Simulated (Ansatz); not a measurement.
# Ba on Mg(0001): change of the work function, part 2 of 3

Aim: the work function of Mg(0001) at several coverages of Ba (fcc site), and the dipole that each adsorbate carries.

Ansatz 0.2.0; plane-wave DFT, PBE, Ansatz PAW.

So far, work function, upper face (eV): step 2 (the clean slab) 3.79.

### Step 3. The covered slab, k-mesh 4×4×1, coverage 0.111 ML

System of this step: Ba/Mg(0001). The cell holds 37 atoms: 36 Mg and 1 Ba. Its edges and angles: a = 9.630 Å, b = 9.630 Å, c = 29.012 Å, α = 90.0°, β = 90.0°, γ = 60.0°. Vacuum lies along c.

The clean slab as it ended is repeated in the plane and the adsorbate is set on one face; the cell's size fixes the coverage, and the k-mesh shrinks with it to keep the sampling density about even. Adsorbate and upper layers relax, since the dipole depends on the height.

Contents of input.yaml:

```yaml
crystal:
  lattice:
    - [9.6299999999, 0.0, 0.0]
    - [4.815, 8.3398246384, 0.0]
    - [0.0, 0.0, 29.0122193269]
  atoms:
    - { symbol: Mg, position: [0.2222222222, 0.2222222222, 0.310214117] }
    - { symbol: Mg, position: [0.0, 0.0, 0.4000562614] }
    - { symbol: Mg, position: [0.2222222222, 0.2222222222, 0.4900741069] }
    - { symbol: Mg, position: [0.0, 0.0, 0.5807293333] }
    - { symbol: Mg, position: [0.2222222222, 0.5555555556, 0.310214117] }
    - { symbol: Mg, position: [0.0, 0.3333333333, 0.4000562614] }
    - { symbol: Mg, position: [0.2222222222, 0.5555555556, 0.4900741069] }
    - { symbol: Mg, position: [0.0, 0.3333333333, 0.5807293333] }
    - { symbol: Mg, position: [0.2222222222, 0.8888888889, 0.310214117] }
    - { symbol: Mg, position: [0.0, 0.6666666667, 0.4000562614] }
    - { symbol: Mg, position: [0.2222222222, 0.8888888889, 0.4900741069] }
    - { symbol: Mg, position: [0.0, 0.6666666667, 0.5807293333] }
    - { symbol: Mg, position: [0.5555555556, 0.2222222222, 0.310214117] }
    - { symbol: Mg, position: [0.3333333333, 0.0, 0.4000562614] }
    - { symbol: Mg, position: [0.5555555556, 0.2222222222, 0.4900741069] }
    - { symbol: Mg, position: [0.3333333333, 0.0, 0.5807293333] }
    - { symbol: Mg, position: [0.5555555556, 0.5555555556, 0.310214117] }
    - { symbol: Mg, position: [0.3333333333, 0.3333333333, 0.4000562614] }
    - { symbol: Mg, position: [0.5555555556, 0.5555555556, 0.4900741069] }
    - { symbol: Mg, position: [0.3333333333, 0.3333333333, 0.5807293333] }
    - { symbol: Mg, position: [0.5555555556, 0.8888888889, 0.310214117] }
    - { symbol: Mg, position: [0.3333333333, 0.6666666667, 0.4000562614] }
    - { symbol: Mg, position: [0.5555555556, 0.8888888889, 0.4900741069] }
    - { symbol: Mg, position: [0.3333333333, 0.6666666667, 0.5807293333] }
    - { symbol: Mg, position: [0.8888888889, 0.2222222222, 0.310214117] }
    - { symbol: Mg, position: [0.6666666667, 0.0, 0.4000562614] }
    - { symbol: Mg, position: [0.8888888889, 0.2222222222, 0.4900741069] }
    - { symbol: Mg, position: [0.6666666667, 0.0, 0.5807293333] }
    - { symbol: Mg, position: [0.8888888889, 0.5555555556, 0.310214117] }
    - { symbol: Mg, position: [0.6666666667, 0.3333333333, 0.4000562614] }
    - { symbol: Mg, position: [0.8888888889, 0.5555555556, 0.4900741069] }
    - { symbol: Mg, position: [0.6666666667, 0.3333333333, 0.5807293333] }
    - { symbol: Mg, position: [0.8888888889, 0.8888888889, 0.310214117] }
    - { symbol: Mg, position: [0.6666666667, 0.6666666667, 0.4000562614] }
    - { symbol: Mg, position: [0.8888888889, 0.8888888889, 0.4900741069] }
    - { symbol: Mg, position: [0.6666666667, 0.6666666667, 0.5807293333] }
    - { symbol: Ba, position: [0.1111111111, 0.1111111111, 0.689785883] }
kpoints:
  mp_grid: { grid: [4, 4, 1] }
hamiltonian:
  xc: pbe
scf:
  occupations: { method: fermi_dirac, width: 0.1 }
  convergence: { dr2_threshold: 1.0e-08 }
efield:
  axis: 3
  dipole_correction: true
  ramp_position: 0.97
  ramp_width: 0.06
relax:
  f_tol: 0.02
  max_steps: 60
  constraints:
    - { sites: [0, 1, 4, 5, 8, 9, 12, 13, 16, 17, 20, 21, 24, 25, 28, 29, 32, 33] }
output:
  write_potential: true
  write_density: true
  volumetric_format: npy
```

Run with:

```bash
$ ansatz run input.yaml --threads 4 --pin off --max-ram 16384MiB --backend cpu --events-out ev --progress --plain --runs-dir out
```

Numbers of over 12 decimals in the logs are rounded to 6 here.

The program printed:

```text
[...]
Crystal: 37 atoms, lattice volume = 2330.044 Å³
Basis set: ecut = 420 eV, 45427 PW (Γ), exchange–correlation on 144×144×400 points (8 copies of the dense FFT grid, shifted against one another)
Bands: 222, of which v1, the nominal top of the filled ones, is band 185 counted from 1 (184 counted from 0)
Symmetry: 6 space group operations
[...]
k-points: 4 of 16 (time reversal used)
[...]
SCF iter   1: F=—  HF=-75200.919378 eV  |F-HF|=—  |Δ(HF+E_count)|=         —  Δρ=9.46e-4  dr2=2.13e-1  ethr=1.77e-3  p=0.786 e·Å  D=6.10e-2 V/Å  ΔV_dip=-1.77 eV  dr2_dipole=8.07e-2  V_vac-E_F(+/−)=2.02/3.80 eV  ⟨swp⟩=15.5  Hψ=5325  notcnv=0  defer=3
[...]
SCF iter   9: F=-75200.906482 eV  HF=-75200.906482 eV  |F-HF|=4.07e-10  |Δ(HF+E_count)|=   1.23e-8  Δρ=1.94e-7  dr2=1.93e-9  ethr=2.70e-12  p=0.727 e·Å  D=5.64e-2 V/Å  ΔV_dip=-1.64 eV  dr2_dipole=4.85e-11  V_vac-E_F(+/−)=2.10/3.74 eV  ⟨swp⟩=9.8  Hψ=4651  notcnv=0
SCF 1 converged in 9 iterations: F = -75200.906482 eV  dr2 = 1.93e-9
[...]
relax step   1: F+E_penalty+E_count = -75200.90648231 eV  Δ(F+E_penalty+E_count) = +0.000e0 eV  max|allowed force component| = 5.298e-1 eV/Å  Δτ_max = 0.0000 Å  (9 SCF iters, accepted)
[...]
SCF iter   7: F=-75201.005830 eV  HF=-75201.005830 eV  |F-HF|=4.83e-9  |Δ(HF+E_count)|=   1.31e-7  Δρ=4.07e-7  dr2=9.21e-9  ethr=2.70e-12  p=0.752 e·Å  D=5.84e-2 V/Å  ΔV_dip=-1.69 eV  dr2_dipole=9.29e-10  V_vac-E_F(+/−)=2.05/3.74 eV  ⟨swp⟩=8.0  Hψ=5438  notcnv=0
SCF 2 converged in 7 iterations: F = -75201.005830 eV  dr2 = 9.21e-9
relax step   2: F+E_penalty+E_count = -75201.00583016 eV  Δ(F+E_penalty+E_count) = -9.935e-2 eV  max|allowed force component| = 3.793e-1 eV/Å  Δτ_max = 0.1936 Å  (7 SCF iters, accepted)
SCF iter   1: F=—  HF=-75201.059589 eV  |F-HF|=—  |Δ(HF+E_count)|=         —  Δρ=9.69e-4  dr2=8.37e-2  ethr=8.97e-5  p=0.752 e·Å  D=5.84e-2 V/Å  ΔV_dip=-1.69 eV  dr2_dipole=1.17e-2  V_vac-E_F(+/−)=2.06/3.75 eV  ⟨swp⟩=9.0  Hψ=2384  notcnv=0
[...]
SCF iter   8: F=-75201.053088 eV  HF=-75201.053088 eV  |F-HF|=5.24e-10  |Δ(HF+E_count)|=   5.59e-9  Δρ=9.96e-8  dr2=7.41e-10  ethr=2.70e-12  p=0.763 e·Å  D=5.92e-2 V/Å  ΔV_dip=-1.72 eV  dr2_dipole=1.81e-10  V_vac-E_F(+/−)=2.02/3.74 eV  ⟨swp⟩=8.5  Hψ=4544  notcnv=0
SCF 3 converged in 8 iterations: F = -75201.053088 eV  dr2 = 7.41e-10
[...]
relax step   3: F+E_penalty+E_count = -75201.05308764 eV  Δ(F+E_penalty+E_count) = -4.726e-2 eV  max|allowed force component| = 6.973e-2 eV/Å  Δτ_max = 0.1948 Å  (8 SCF iters, accepted)
SCF iter   1: F=—  HF=-75201.061866 eV  |F-HF|=—  |Δ(HF+E_count)|=         —  Δρ=4.43e-4  dr2=2.19e-2  ethr=1.13e-4  p=0.763 e·Å  D=5.92e-2 V/Å  ΔV_dip=-1.72 eV  dr2_dipole=3.20e-3  V_vac-E_F(+/−)=2.03/3.75 eV  ⟨swp⟩=6.2  Hψ=1960  notcnv=0
[...]
SCF iter   7: F=-75201.060951 eV  HF=-75201.060951 eV  |F-HF|=1.24e-9  |Δ(HF+E_count)|=   2.64e-8  Δρ=2.03e-7  dr2=4.06e-9  ethr=2.70e-12  p=0.759 e·Å  D=5.90e-2 V/Å  ΔV_dip=-1.71 eV  dr2_dipole=1.00e-9  V_vac-E_F(+/−)=2.03/3.75 eV  ⟨swp⟩=9.2  Hψ=4842  notcnv=0
SCF 4 converged in 7 iterations: F = -75201.060951 eV  dr2 = 4.06e-9
relax step   4: F+E_penalty+E_count = -75201.06095138 eV  Δ(F+E_penalty+E_count) = -7.864e-3 eV  max|allowed force component| = 1.043e-2 eV/Å  Δτ_max = 0.0717 Å  (7 SCF iters, accepted)
NSCF: frozen V_eff on 4 k-points
[...]
SCF converged after 7 iterations
Free energy (F): -75201.060951 eV
[...]
Internal energy: -75200.433707 eV  (E = F + TS)
E sigma→0 (E₀):  -75200.747329 eV
Entropy (-TS):   -0.627244 eV (-16.953 meV/atom)
Fermi energy:    0.431064 eV
Dipole field:    D = 0.058954 V/Å  (p = 0.759134 e·Å, saw-weighted, corrected)
Work function:   Φ+ = 2.0347 eV   Φ− = 3.7451 eV
[...]
--- Forces (eV/Å), atoms counted from 1 ---
  atom   1  Mg    -0.00408000    -0.00235559    -0.03485020
  atom   2  Mg    -0.01181452    -0.00682112    -0.01164455
  atom   3  Mg    -0.00530792    -0.00306453     0.00671244
  atom   4  Mg     0.00317295     0.00183190     0.01043341
  atom   5  Mg     0.00382000    -0.00220548    -0.02046759
  atom   6  Mg     0.00000000     0.01364223    -0.01164455
  atom   7  Mg    -0.00189688     0.00109516    -0.00355297
  atom   8  Mg    -0.00000000    -0.00366380     0.01043341
  atom   9  Mg     0.00000000     0.00471118    -0.03485020
  atom  10  Mg     0.02545558    -0.01469679     0.03403416
  atom  11  Mg     0.00000000     0.00612905     0.00671244
  atom  12  Mg    -0.00009087     0.00005246     0.00578154
  atom  13  Mg     0.00000000     0.00441096    -0.02046759
  atom  14  Mg     0.01181452    -0.00682112    -0.01164455
  atom  15  Mg    -0.00000000    -0.00219033    -0.00355297
  atom  16  Mg    -0.00317295     0.00183190     0.01043341
  atom  17  Mg    -0.00382000    -0.00220548    -0.02046759
  atom  18  Mg     0.04372153     0.02524264     0.04285051
  atom  19  Mg     0.00189688     0.00109516    -0.00355297
  atom  20  Mg    -0.00240038    -0.00138586     0.00406762
  atom  21  Mg     0.00453646    -0.00261913    -0.02566330
  atom  22  Mg    -0.00000000    -0.05048527     0.04285051
  atom  23  Mg    -0.00101933     0.00058851    -0.00864911
  atom  24  Mg     0.00000000     0.00277172     0.00406762
  atom  25  Mg     0.00408000    -0.00235559    -0.03485020
  atom  26  Mg     0.00000000     0.02939358     0.03403416
  atom  27  Mg     0.00530792    -0.00306453     0.00671244
  atom  28  Mg    -0.00000000    -0.00010492     0.00578154
  atom  29  Mg     0.00000000     0.00523825    -0.02566330
  atom  30  Mg    -0.04372153     0.02524264     0.04285051
  atom  31  Mg    -0.00000000    -0.00117702    -0.00864911
  atom  32  Mg     0.00240038    -0.00138586     0.00406762
  atom  33  Mg    -0.00453646    -0.00261913    -0.02566330
  atom  34  Mg    -0.02545558    -0.01469679     0.03403416
  atom  35  Mg     0.00101933     0.00058851    -0.00864911
  atom  36  Mg     0.00009087     0.00005246     0.00578154
  atom  37  Ba     0.00000000     0.00000000     0.00286867
  max |Σ_I F_I| component: 2.46e-5 eV/Å
--- Band table (eV) ---
  k-point 0: bands = [... 181 lower, 0.1223, 0.1223, 0.7057, 0.7062, 0.7062, 0.7759, 0.7939, 0.7939, ... 33 higher]
  k-point 1: bands = [... 181 lower, 0.2401, 0.2478, 0.3671, 0.4744, 0.4793, 0.7755, 0.8382, 0.8736, ... 33 higher]
  k-point 2: bands = [... 181 lower, -0.1813, 0.4553, 0.4770, 0.5157, 0.5252, 0.5588, 0.6773, 0.7165, ... 33 higher]
  k-point 3: bands = [... 181 lower, -0.2102, -0.0235, 0.0295, 0.1015, 0.1881, 0.4122, 0.4419, 0.8302, ... 33 higher]
--- Relaxed structure (4 steps of the walk, 4 accepted, 0 SCFs on fresh bases) ---
  F+E_penalty+E_count = -75201.06095138 eV   max|allowed force component| = 1.043e-2 eV/Å
  atoms:
    - { symbol: Mg, position: [0.222222, 0.222222, 0.310214] }
    - { symbol: Mg, position: [1.1111101403313757e-11, 1.1111101403313757e-11, 0.4000562614] }
    - { symbol: Mg, position: [0.223846, 0.223846, 0.487857] }
    - { symbol: Mg, position: [-0.00271197, -0.00271197, 0.573801] }
    - { symbol: Mg, position: [0.222222, 0.555556, 0.310214] }
    - { symbol: Mg, position: [1.1111084274872951e-11, 0.333333, 0.4000562614] }
    - { symbol: Mg, position: [0.222485, 0.555424, 0.491878] }
    - { symbol: Mg, position: [-0.00271197, 0.338757, 0.573801] }
    - { symbol: Mg, position: [0.222222, 0.888889, 0.310214] }
    - { symbol: Mg, position: [-2.2222224060897133e-11, 0.666667, 0.4000562614] }
    - { symbol: Mg, position: [0.223846, 0.885642, 0.487857] }
    - { symbol: Mg, position: [-0.00111249, 0.667223, 0.581961] }
    - { symbol: Mg, position: [0.555556, 0.222222, 0.310214] }
    - { symbol: Mg, position: [0.333333, 1.1111101403313757e-11, 0.4000562614] }
    - { symbol: Mg, position: [0.555424, 0.222485, 0.491878] }
    - { symbol: Mg, position: [0.338757, -0.00271197, 0.573801] }
    - { symbol: Mg, position: [0.555556, 0.555556, 0.310214] }
    - { symbol: Mg, position: [0.333333, 0.333333, 0.4000562614] }
    - { symbol: Mg, position: [0.555424, 0.555424, 0.491878] }
    - { symbol: Mg, position: [0.331177, 0.331177, 0.584001] }
    - { symbol: Mg, position: [0.555556, 0.888889, 0.310214] }
    - { symbol: Mg, position: [0.333333, 0.666667, 0.4000562614] }
    - { symbol: Mg, position: [0.558585, 0.887374, 0.488851] }
    - { symbol: Mg, position: [0.331177, 0.670979, 0.584001] }
    - { symbol: Mg, position: [0.888889, 0.222222, 0.310214] }
    - { symbol: Mg, position: [0.666667, -2.222223468803194e-11, 0.4000562614] }
    - { symbol: Mg, position: [0.885642, 0.223846, 0.487857] }
    - { symbol: Mg, position: [0.667223, -0.00111249, 0.581961] }
    - { symbol: Mg, position: [0.888889, 0.555556, 0.310214] }
    - { symbol: Mg, position: [0.666667, 0.333333, 0.4000562614] }
    - { symbol: Mg, position: [0.887374, 0.558585, 0.488851] }
    - { symbol: Mg, position: [0.670979, 0.331177, 0.584001] }
    - { symbol: Mg, position: [0.888889, 0.888889, 0.310214] }
    - { symbol: Mg, position: [0.666667, 0.666667, 0.4000562614] }
    - { symbol: Mg, position: [0.887374, 0.887374, 0.488851] }
    - { symbol: Mg, position: [0.667223, 0.667223, 0.581961] }
    - { symbol: Ba, position: [0.111111, 0.111111, 0.674001] }
```

It took 4.6 min on 4 threads of Arm Neoverse V1, shared host; peak memory 8.3 GiB; 14 min of CPU time.

The steps of the relaxation:

```csv
step,energy less that of the first step (eV),largest force component (eV/Å)
1,0.0000,0.5298
2,-0.0993,0.3793
3,-0.1466,0.0697
4,-0.1545,0.0104
```

The run keeps the 6 symmetry operations that it works with, so distortions that break them were not tested.

The atoms that moved most (Å):

```csv
atom,dx,dy,dz,length
Ba37,0.000,0.000,-0.458,0.458
Mg4,-0.039,-0.023,-0.201,0.206
Mg16,0.039,-0.023,-0.201,0.206
Mg8,0.000,0.045,-0.201,0.206
Mg20,-0.031,-0.018,0.095,0.102
Mg24,0.000,0.036,0.095,0.102
Mg32,0.031,-0.018,0.095,0.102
Mg11,0.000,-0.027,-0.064,0.070
```

Final coordinates:

```xyz
37
Lattice="9.6300 0.0000 0.0000 4.8150 8.3398 0.0000 0.0000 0.0000 29.0122" Properties=species:S:1:pos:R:3
Mg    3.2100    1.8533    9.0000
Mg    0.0000    0.0000   11.6065
Mg    3.2335    1.8668   14.1538
Mg   -0.0392   -0.0226   16.6472
Mg    4.8150    4.6332    9.0000
Mg    1.6050    2.7799   11.6065
Mg    4.8169    4.6321   14.2705
Mg    1.6050    2.8252   16.6472
Mg    6.4200    7.4132    9.0000
Mg    3.2100    5.5599   11.6065
Mg    6.4200    7.3861   14.1538
Mg    3.2020    5.5645   16.8840
Mg    6.4200    1.8533    9.0000
Mg    3.2100    0.0000   11.6065
Mg    6.4200    1.8555   14.2705
Mg    3.2492   -0.0226   16.6472
Mg    8.0250    4.6332    9.0000
Mg    4.8150    2.7799   11.6065
Mg    8.0231    4.6321   14.2705
Mg    4.7839    2.7620   16.9432
Mg    9.6300    7.4132    9.0000
Mg    6.4200    5.5599   11.6065
Mg    9.6519    7.4005   14.1827
Mg    6.4200    5.5958   16.9432
Mg    9.6300    1.8533    9.0000
Mg    6.4200    0.0000   11.6065
Mg    9.6065    1.8668   14.1538
Mg    6.4200   -0.0093   16.8840
Mg   11.2350    4.6332    9.0000
Mg    8.0250    2.7799   11.6065
Mg   11.2350    4.6585   14.1827
Mg    8.0561    2.7620   16.9432
Mg   12.8400    7.4132    9.0000
Mg    9.6300    5.5599   11.6065
Mg   12.8181    7.4005   14.1827
Mg    9.6380    5.5645   16.8840
Ba    1.6050    0.9266   19.5543
```

Numbers from this step:

```
energy at zero smearing        : -75200.7473 eV
work function, upper face      : 2.035 eV
work function, lower face      : 3.745 eV
dipole along the normal        : 0.7591 e·Å
step between the vacuum levels : -1.710 eV
```

Running mean over 2.60652 Å of the planar mean; the ramp of the sawtooth is left out. The electron's electrostatic potential energy less the Fermi level by z:

```csv
z (Å),electron's electrostatic potential energy less the Fermi level (eV)
4,3.74
5,3.73
6,3.60
7,2.56
8,-2.11
9,-4.03
10,-4.04
11,-4.01
12,-4.02
13,-4.06
14,-4.02
15,-4.02
16,-3.95
17,-3.95
18,-1.90
19,0.887
20,0.966
21,1.42
22,1.91
23,2.01
24,2.03
25,2.03
```

The relaxation took 4 steps and lowered the energy by 0.15 eV; the largest force on the free atoms ends at 0.010 eV/Å.

The covered face has 2.03 eV, -1.75 eV against the clean one; the bare back face has moved by -0.05 eV, a measure of how thin the slab is.

[end of part 2 of 3]

[Logs are printed without paths, hosts, clocks, repeated set-up lines and the standing remarks that a program may print on its own settings, such as how far it seeks lower states.]

[Hosts, paths, dates, database ids (printed as entryN), source tags and the programs' standing remarks are cut or masked in the printed files.]

[Maps of the electrostatic potential energy from Ansatz leave out the sawtooth potential of an applied field or a dipole correction, so their vacuum need not be flat; planar profiles and work functions include it.]
